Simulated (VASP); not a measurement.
## GaP: relaxation of the atoms with PBE

**What was measured.**

From “Stacking defects in GaP nanowires: Electronic structure and optical properties”, 2018, arxiv:1810.01194, for a bulk crystal of GaP at 10 K: band gap 2.34 eV (indirect).

Crystal: GaP.

```
CELL_PARAMETERS angstrom
0.00000 2.75282 2.75282
2.75282 0.00000 2.75282
2.75282 2.75282 0.00000
ATOMIC_POSITIONS crystal
Ga 0.00000 0.00000 0.00000
P 0.25000 0.25000 0.25000
```

```json
{"Program": "VASP 6.6.1", "Task": "relaxation of the atoms", "Functional": "PBE", "Potentials or basis": "VASP PAW PBE potentials, release 64 (Ga_d, P)", "Cutoff": "600 eV", "k mesh": "8 × 8 × 8", "Occupations": "gaussian, width 0.03 eV", "Spin": "no spin polarisation", "Further INCAR settings": "ALGO = Fast; EDIFF = 1e-07; IBRION = 2; EDIFFG = -0.01; NSW = 40"}
```

The pressure after relaxing is 0.0 GPa. The band gap on the k mesh is 1.58 eV, direct.

Final structure:
```cif
data_structure
_symmetry_space_group_name_H-M 'P 1'
_symmetry_Int_Tables_number 1
_cell_length_a 3.8931
_cell_length_b 3.8931
_cell_length_c 3.8931
_cell_angle_alpha 60.000
_cell_angle_beta 60.000
_cell_angle_gamma 60.000
_cell_volume 41.72
loop_
_atom_site_label
_atom_site_type_symbol
_atom_site_fract_x
_atom_site_fract_y
_atom_site_fract_z
_atom_site_occupancy
Ga1 Ga 0.00000 0.00000 0.00000 1
P1 P 0.25000 0.25000 0.25000 1
```

Levels at points of the mesh, in eV from the valence-band top:
| k point | band 7 | band 8 | band 9 | band 10 | band 11 | band 12 |
| --- | --- | --- | --- | --- | --- | --- |
| (0.00, 0.00, 0.00) | 0.00 | 0.00 | 0.00 | 1.58 | 3.90 | 3.90 |
| (0.50, 0.00, 0.00) | -6.46 | -1.07 | -1.07 | 1.58 | 4.73 | 4.73 |
| (0.50, 0.50, 0.00) | -6.61 | -2.58 | -2.58 | 1.72 | 1.85 | 10.39 |

Run time: 14 s on 1 thread of AMD EPYC 9R45 (Zen 5) (shared host), peak memory 0.15 GiB.

Against the measured gap of GaP, 2.34 eV (indirect; 10 K; quoted in “Stacking defects in GaP nanowires: Electronic structure and optical properties”, 2018, arxiv:1810.01194), the calculated 1.58 eV is off by -0.76 eV. Spin-orbit coupling on Ga is left out. The value is that of PBE on a finite k mesh, which can miss the band edges, without temperature or zero-point motion. Semilocal functionals fall short of measured gaps as a rule.

Caveat: the relaxation stopped at its first step, so nothing moved.
